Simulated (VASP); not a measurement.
# CoSi (P6/mmm) in VASP: relaxation of cell and atoms with PBE

Aim: the relaxation of cell and atoms of CoSi with PBE.

Program: VASP 6.6.1. These are calculated values, not measurements. Logs are shortened: lines on timing, memory, paths and dates and some standing lists are left out, and cuts for length are marked.

### 1 The structure

Symmetry: P6/mmm, No. 191, hexagonal system. Conventional cell: a = 4.750 Å, b = 4.750 Å, c = 3.800 Å, α = 90.00°, β = 90.00°, γ = 120.00°. Co (site symmetry mmm) has 6 Si at 2.34 to 2.38 Å and 4 Co at 2.38 Å as nearest neighbours. Around Si (site symmetry -6m2) lie 6 Co at 2.34 Å. Si (site symmetry 6/mmm) is surrounded by 6 Co at 2.38 Å.

The cell was built by a generator and needn't be a form met in nature.

### 2 Relaxation of cell and atoms, PBE, collinear spin, ferromagnetic start

Input file INCAR:

```
PREC     = Normal         # precision mode
ENCUT    = 520            # plane-wave cutoff, eV
EDIFF    = 1E-4           # SCF threshold, eV
ISMEAR   = 0              # smearing method
SIGMA    = 0.15           # smearing width, eV
LREAL    = False          # projectors in reciprocal space
LASPH    = True           # aspherical terms in the spheres
NELM     = 60             # most SCF steps
ALGO     = Fast           # electronic algorithm
ISIF     = 3              # what is computed and relaxed
LWAVE    = False          # write WAVECAR
LCHARG   = False          # write CHGCAR
ISPIN    = 2              # spin polarisation
MAGMOM   = 2 2 2 0 0 0    # initial moments
LORBIT   = 11             # projections on sites
LMAXMIX  = 4              # l up to which the mixer works
GGA      = PE             # functional
IBRION   = 2              # ionic algorithm
NSW      = 24             # ionic steps
EDIFFG   = -0.08          # ionic threshold
```

Input file KPOINTS:

```
regular mesh
0
Gamma
  4 4 5
```

Input file POSCAR:

```
CoSi
1.0
    4.7500000000      0.0000000000      0.0000000000
   -2.3750000000      4.1136206700      0.0000000000
    0.0000000000      0.0000000000      3.8000000000
Co Si
3 3
Direct
    0.5000000000      0.0000000000      0.0000000000
    0.5000000000      0.5000000000      0.0000000000
    0.0000000000      0.5000000000      0.0000000000
    0.3333333300      0.6666666700      0.5000000000
    0.6666666700      0.3333333300      0.5000000000
    0.0000000000      0.0000000000      0.0000000000
```

Potentials or basis: VASP PAW PBE potentials, release 64 (Co, Si).

On the command line:

```console
> cat potpaw_PBE.64/Co/POTCAR potpaw_PBE.64/Si/POTCAR > POTCAR
> mpirun -np 1 vasp_std > vasp.out
```

OUTCAR:

```text
PREC = Normal
   ENCUT = 520
   EDIFF = 1E-4
   ISMEAR = 0
   LREAL = False
   LASPH = True
   NELM = 60
   ISIF = 3
   ISPIN = 2
   LORBIT = 11
   GGA = PE
   IBRION = 2
   NSW = 24
   EDIFFG = -0.08

 ion  position               nearest neighbor table
   1  0.500  0.000  0.000-   4 2.34   5 2.34   4 2.34   5 2.34   6 2.38   6 2.38   2 2.38   2 2.38
                             3 2.38   3 2.38
   2  0.500  0.500  0.000-   4 2.34   5 2.34   4 2.34   5 2.34   3 2.38   3 2.38   6 2.38   1 2.38
                             1 2.38   6 2.38
   3  0.000  0.500  0.000-   4 2.34   5 2.34   4 2.34   5 2.34   2 2.38   2 2.38   6 2.38   6 2.38
                             1 2.38   1 2.38
   4  0.333  0.667  0.500-   3 2.34   3 2.34   1 2.34   1 2.34   2 2.34   2 2.34   5 2.74   5 2.74
                             5 2.74
   5  0.667  0.333  0.500-   3 2.34   3 2.34   1 2.34   1 2.34   2 2.34   2 2.34   4 2.74   4 2.74
                             4 2.74
   6  0.000  0.000  0.000-   1 2.38   1 2.38   3 2.38   3 2.38   2 2.38   2 2.38

  LATTYP: Found a hexagonal cell.
 ALAT       =     4.7500000000
 C/A-ratio  =     0.8000000000

  Lattice vectors:

 A1 = (   4.7500000000,   0.0000000000,   0.0000000000)
 A2 = (  -2.3750000000,   4.1136206700,   0.0000000000)
 A3 = (   0.0000000000,   0.0000000000,   3.8000000000)

Analysis of symmetry for initial positions (statically):
=====================================================================
 Subroutine PRICEL returns:
 Original cell was already a primitive cell.

 Routine SETGRP: Setting up the symmetry group for a
 hexagonal supercell.

 Subroutine GETGRP returns: Found 24 space group operations
 (whereof 24 operations were pure point group operations)
 out of a pool of 24 trial point group operations.

The static configuration has the point symmetry D_6h.

Analysis of symmetry for dynamics (positions and initial velocities):
=====================================================================
 Subroutine PRICEL returns:
 Original cell was already a primitive cell.

 Routine SETGRP: Setting up the symmetry group for a
 hexagonal supercell.

 Subroutine GETGRP returns: Found 24 space group operations
 (whereof 24 operations were pure point group operations)
 out of a pool of 24 trial point group operations.

The dynamic configuration has the point symmetry D_6h.

Analysis of structural, dynamic, and magnetic symmetry:
=====================================================================
 Subroutine PRICEL returns:
 Original cell was already a primitive cell.

 Routine SETGRP: Setting up the symmetry group for a
 hexagonal supercell.

 Subroutine GETGRP returns: Found 24 space group operations
 (whereof 24 operations were pure point group operations)
 out of a pool of 24 trial point group operations.

The overall configuration has the point symmetry D_6h.

 Subroutine INISYM returns: Found 24 space group operations
 (whereof 24 operations are pure point group operations),
 and found     1 'primitive' translations

----------------------------------------------------------------------------------------

                                     Primitive cell

  volume of cell :      74.2509

  direct lattice vectors                    reciprocal lattice vectors
     4.750000000  0.000000000  0.000000000     0.210526316  0.121547425  0.000000000
    -2.375000000  4.113620670  0.000000000     0.000000000  0.243094850  0.000000000
     0.000000000  0.000000000  3.800000000     0.000000000  0.000000000  0.263157895

  length of vectors
     4.750000000  4.750000002  3.800000000     0.243094850  0.243094850  0.263157895

  position of ions in fractional coordinates (direct lattice)
     0.500000000  0.000000000  0.000000000
     0.500000000  0.500000000  0.000000000
     0.000000000  0.500000000  0.000000000
     0.333333330  0.666666670  0.500000000
     0.666666670  0.333333330  0.500000000
     0.000000000  0.000000000  0.000000000

  ion indices of the primitive-cell ions
   primitive index   ion index
                 1           1
                 2           2
                 3           3
                 4           4
                 5           5
                 6           6

----------------------------------------------------------------------------------------

 KPOINTS: regular mesh

Automatic generation of k-mesh.
 Grid dimensions read from file:
 generate k-points for:    4    4    5

 Generating k-lattice:

  Cartesian coordinates                     Fractional coordinates (reciprocal lattice)
     0.052631579  0.030386856  0.000000000     0.250000000  0.000000000  0.000000000
     0.000000000  0.060773713  0.000000000     0.000000000  0.250000000  0.000000000
     0.000000000  0.000000000  0.052631579     0.000000000  0.000000000  0.200000000

  Length of vectors
     0.060773713  0.060773713  0.052631579

  Shift w.r.t. Gamma in fractional coordinates (k-lattice)
     0.000000000  0.000000000  0.000000000

 Subroutine IBZKPT returns following result:
 ===========================================

 Found     12 irreducible k-points:

 Following reciprocal coordinates:
            Coordinates               Weight
  0.000000  0.000000  0.000000      1.000000
  0.250000  0.000000  0.000000      6.000000
  0.500000  0.000000  0.000000      3.000000
  0.250000  0.250000  0.000000      6.000000
  0.000000  0.000000  0.200000      2.000000
  0.250000  0.000000  0.200000     12.000000
  0.500000  0.000000  0.200000      6.000000
  0.250000  0.250000  0.200000     12.000000
  0.000000  0.000000  0.400000      2.000000
  0.250000  0.000000  0.400000     12.000000
  0.500000  0.000000  0.400000      6.000000
  0.250000  0.250000  0.400000     12.000000
   k-points           NKPTS =     12   k-points in BZ     NKDIM =     12   number of bands    NBANDS=     26
   number of dos      NEDOS =    301   number of ions     NIONS =      6
   total plane-waves  NPLWV =  18816
   dimension x,y,z NGX =    28 NGY =   28 NGZ =   24
   dimension x,y,z NGXF=    56 NGYF=   56 NGZF=   48
   ions per type =               3   3
   NGX,Y,Z   is equivalent  to a cutoff of   9.80,  9.80, 10.50 a.u.
   NGXF,Y,Z  is equivalent  to a cutoff of  19.60, 19.60, 21.00 a.u.
 SYSTEM =  unknown system
   PREC   = normal    normal or accurate (medium, high low for compatibility)
   ISTART =      0    job   : 0-new  1-cont  2-samecut
   ICHARG =      2    charge: 1-file 2-atom 10-const
   ISPIN  =      2    spin polarized calculation?
   LNONCOLLINEAR =      F non collinear calculations
   LSORBIT =      F    spin-orbit coupling
   LASPH  =      T    aspherical Exc in radial PAW
   ENCUT  =  520.0 eV  38.22 Ry    6.18 a.u.   8.83  8.83  7.07*2*pi/ulx,y,z
   NELM   =     60;   NELMIN=  2; NELMDL= -5     # of ELM steps
   EDIFF  = 0.1E-03   stopping-criterion for ELM
   LREAL  =      F    real-space projection
   EDIFFG = -.8E-01   stopping-criterion for IOM
   NSW    =     24    number of steps for IOM
   IBRION =      2    ionic relax: 0-MD 1-quasi-New 2-CG
   NFREE  =      1    steps in history (QN), initial steepest desc. (CG)
   ISIF   =      3    stress and relaxation
   ISYM   =      2    0-nonsym 1-usesym 2-fastsym
   POTIM  = 0.5000    time-step for ionic-motion
   TEBEG  =    0.0;   TEEND  =   0.0 temperature during run
   PSTRESS=    0.0 pullay stress
   NELECT =      39.0000    total number of electrons
   NUPDOWN=      -1.0000    fix difference up-down
   EMIN   =  10.00;   EMAX   =-10.00  energy-range for DOS
   EFERMI =   0.00;   METHOD = LEGACY
   ISMEAR =     0;   SIGMA  =   0.15  broadening in eV -4-tet -1-fermi 0-gaus
   EFERMI_NEDOS =   21; number of points for ismear=-14 and -15
   IALGO  =     68    algorithm
   IMIX   =      4    mixing-type and parameters
     AMIX     =   0.40;   BMIX     =  1.00
     AMIX_MAG =   1.60;   BMIX_MAG =  1.00
  volume/ion in A,a.u.               =      12.38        83.51
  Fermi-wavevector in a.u.,A,eV,Ry     =   1.320878  2.496097 23.738322  1.744717
  Thomas-Fermi vector in A             =   2.450672
   LORBIT       =     11    0 simple, 1 ext, 2 COOP (PROOUT), +10 PAW based schemes
   GGA     = PE    functional components
   LHFCALC =     F    Hartree Fock is set to
   AEXX    =    0.0000 exact exchange contribution
   IVDW    =     0    specifies the selected vdW correction
   LEPSILON=     F    determine dielectric tensor
   LRPA    =     F    only Hartree local field effects (RPA)
 conjugate gradient relaxation of ions
 spin polarized calculation
 RMM-DIIS sequential band-by-band and
 Gauss-broadening in eV      SIGMA  =   0.15
  energy-cutoff  :      520.00
  volume of cell :       74.25
 maximum number of plane-waves:      2018
   NGX = 17   NGY = 17   NGZ = 15

--------------------------------------- Ionic step        1  -------------------------------------------

 number of electron      39.0000097 magnetization      -0.1080929

 number of electron      39.0000098 magnetization       0.0038562

 Free energy of the ion-electron system (eV)
  ---------------------------------------------------
  ext. energy  EPLUGINS =         0.00000000
  ---------------------------------------------------
  free energy    TOTEN  =       -39.99112731 eV

  energy without entropy =      -39.95607430  energy(sigma->0) =      -39.97360081

 E-fermi :  10.0869     XC(G=0): -12.0374

 val. band max:       10.0150727169   @ k =   0.2500   0.2500   0.4000
 cond. band min:      10.1072199177   @ k =   0.2500   0.2500   0.2000
 fundamental gap:      0.0921472008
 Fermi energy:        10.0868964538

 spin component 1

 k-point     1 :       0.0000    0.0000    0.0000
  band No.  band energies     occupation
      1      -2.2681      1.00000
      2       2.6782      1.00000
      3       4.8715      1.00000
      4       5.1503      1.00000
      5       5.1503      1.00000
      6       5.4400      1.00000
[... 891 lines left out ...]
--------------------------------------- Ionic step        6  -------------------------------------------

 number of electron      39.0000047 magnetization       0.0000083

 number of electron      39.0000047 magnetization      -0.0000141

 Free energy of the ion-electron system (eV)
  ---------------------------------------------------
  ext. energy  EPLUGINS =         0.00000000
  ---------------------------------------------------
  free energy    TOTEN  =       -40.04883666 eV

  energy without entropy =      -40.02058664  energy(sigma->0) =      -40.03471165

 E-fermi :   9.8852     XC(G=0): -11.9759

 val. band max:        9.8315965735   @ k =   0.0000   0.0000   0.4000
 cond. band min:       9.9525961011   @ k =   0.2500   0.2500   0.2000
 fundamental gap:      0.1209995276
 Fermi energy:         9.8852387267

 spin component 1

 k-point     1 :       0.0000    0.0000    0.0000
  band No.  band energies     occupation
      1      -2.3549      1.00000
      2       2.5720      1.00000
      3       4.4474      1.00000
      4       4.9343      1.00000
      5       4.9343      1.00000
      6       5.3043      1.00000
[... 721 lines left out ...]
  FREE ENERGIE OF THE ION-ELECTRON SYSTEM (eV)
  ---------------------------------------------------
  free  energy   TOTEN  =       -40.0488366559 eV

  energy  without entropy=      -40.0205866446  energy(sigma->0) =      -40.03471165

 reached required accuracy - stopping structural energy minimisation

 total charge

# of ion       s       p       d       tot
------------------------------------------
    1        0.490   0.667   7.532   8.689
    2        0.490   0.667   7.532   8.689
    3        0.490   0.667   7.532   8.689
    4        0.752   0.859   0.000   1.611
    5        0.752   0.859   0.000   1.611
    6        0.779   0.754   0.000   1.533
--------------------------------------------------
tot          3.751   4.474  22.595  30.820

 magnetization (x)

# of ion       s       p       d       tot
------------------------------------------
    1        0.000   0.000  -0.000  -0.000
    2        0.000   0.000  -0.000  -0.000
    3        0.000   0.000  -0.000  -0.000
    4       -0.000   0.000   0.000   0.000
    5       -0.000   0.000   0.000   0.000
    6        0.000   0.000   0.000   0.000
--------------------------------------------------
tot          0.000   0.000  -0.000   0.000
```

Wall time 2.6 min (1 thread of Intel Xeon Platinum 8175M at 2.50GHz (Skylake/Cascade Lake), shared host); peak memory 0.18 GiB.

What came out:

* Free energy: -40.0488 eV
* Relaxed volume: 12.54 Å³/atom
* Relaxed cell: a = 4.819 Å, b = 4.819 Å, c = 3.743 Å, α = 90.00°, β = 90.00°, γ = 120.00°
* Space group after relaxing (to 0.05 Å): P6/mmm (No. 191)
* Energy gained by relaxing: 9.6 meV/atom
* Ionic steps: 6
* Pressure after relaxing: 0.3 GPa
* Band gap on the k mesh: none (metal or under the smearing width)
* Net moment: 0.00 μB per cell
* Valence electrons inside the program's atomic spheres: Co 8.69; Si 1.61, 1.53

Step by step:
| step | energy change (eV) | largest force (eV/Å) | pressure (GPa) | volume (Å³) |
| --- | --- | --- | --- | --- |
| 1 | 0.0000 | 0.0000 | 3.17 | 74.25 |
| 2 | -0.0393 | 0.0000 | -3.19 | 76.88 |
| 3 | -0.0530 | 0.0000 | -2.27 | 75.97 |
| 4 | -0.0527 | 0.0000 | -1.63 | 75.84 |
| 5 | -0.0547 | 0.0000 | 1.78 | 74.83 |
| 6 | -0.0577 | 0.0000 | 0.32 | 75.27 |

Final structure:
```
CELL_PARAMETERS angstrom
4.81895 0.00000 0.00000
-2.40947 4.17333 0.00000
0.00000 0.00000 3.74254
ATOMIC_POSITIONS crystal
Co 0.50000 0.00000 0.00000
Co 0.50000 0.50000 0.00000
Co 0.00000 0.50000 0.00000
Si 0.33333 0.66667 0.50000
Si 0.66667 0.33333 0.50000
Si 0.00000 0.00000 0.00000
```

Levels at points of the mesh, in eV from the Fermi level:
Spin up:
```
           k point  band 15  band 16  band 17  band 18  band 19  band 20  band 21  band 22  band 23  band 24
(0.00, 0.00, 0.00)    -0.68    -0.68    -0.53    -0.53    -0.48     0.77     0.85     1.98     1.98     3.55
(0.50, 0.00, 0.00)    -1.37    -1.04    -0.53    -0.50     1.07     1.23     2.04     2.22     3.55     3.84
```
Spin down:
```csv
k point,band 16,band 17,band 18,band 19,band 20,band 21,band 22,band 23
"(0.00, 0.00, 0.00)",-0.68,-0.53,-0.53,-0.48,0.77,0.85,1.98,1.98
"(0.50, 0.00, 0.00)",-1.04,-0.53,-0.50,1.07,1.23,2.04,2.22,3.55
```

Caveat: the k mesh is coarse (spacing up to 0.38 Å⁻¹), so the values aren't converged; the starting moments collapsed, and a magnetic state may lie lower; the relaxation stopped at a loose force limit of 0.08 eV/Å, so its end isn't a converged minimum.
